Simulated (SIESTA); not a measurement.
Runs of SIESTA 5.4.2 on CdTe. Symmetry: F-43m, No. 216, cubic system. The conventional cell has a = 6.410 Å, b = 6.410 Å, c = 6.410 Å, α = 90.00°, β = 90.00°, γ = 90.00°. Te (site symmetry -43m) is surrounded by 4 Cd at 2.78 Å. Cd (site symmetry -43m) has 4 Te at 2.78 Å as nearest neighbours. 

```tsv
level	potentials or basis	gap on the mesh (eV)	pressure (GPa)
LDA	PseudoDojo 0.4 standard (LDA files), DZP (energy shift 0.003 Ry; two zetas on semicore shells)	0.90	(a)
PBE	PseudoDojo 0.4 standard (PBE files), DZP (energy shift 0.003 Ry; two zetas on semicore shells)	1.16	4.0
RPBE	PseudoDojo 0.4 standard (PBE files), DZP (energy shift 0.003 Ry; two zetas on semicore shells)	1.33	5.7
AM05	PseudoDojo 0.4 standard (PBEsol files), DZP (energy shift 0.003 Ry; two zetas on semicore shells)	1.13	(b)
PBE	PseudoDojo 0.4 standard (PBE files), TZDP (energy shift 0.003 Ry; two zetas on semicore shells)	1.02	(c)
```

Alike in all rows: task band structure; no spin polarisation; cell as given; k mesh 7 × 7 × 7; smearing fermi-dirac 0.05 eV; grid cutoff 800 Ry; energy shift 0.003 Ry.

Q: Fill in the values left out.

A: (a) -0.2; (b) 1.9; (c) 4.4.

Caveats: spin-orbit coupling is left out, which moves the levels of the heavy elements; the basis of atomic orbitals isn't converged, which shifts pressures, moduli and gaps; the potentials were made for another functional, which shifts forces and pressure (some runs).

A k mesh can miss the band edges, and the runs leave out spin-orbit coupling on Cd, Te.
